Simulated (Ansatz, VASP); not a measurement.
**Be: VASP beside Ansatz**

```
CELL_PARAMETERS angstrom
-1.25312 1.25312 1.25312
1.25312 -1.25312 1.25312
1.25312 1.25312 -1.25312
ATOMIC_POSITIONS crystal
Be 0.00000 0.00000 0.00000
```

This isn't the form of Be at room conditions, which is hcp.

Alike in both runs: task single point; functional PBE; k mesh 18 × 18 × 18; occupations gaussian, width 0.05 eV; no spin polarisation.

|  | VASP | Ansatz |
| --- | --- | --- |
| version | VASP 6.6.1 | Ansatz 0.2.0 |
| potentials or method | VASP PAW PBE potentials, release 64 (Be) | scalar-relativistic, plane waves, PAW |
| plane-wave cutoff (eV) | 520 | 420 |
| valence electrons in the cell | 2 | 2 |

|  | VASP | Ansatz | Ansatz less VASP |
| --- | --- | --- | --- |
| gap on the k mesh at the Fermi level (eV) | none | none | - |
| pressure (GPa) | -0.7 | -0.9 | -0.15 |

A gap of «none» marks a metal or a gap that the smearing closes.
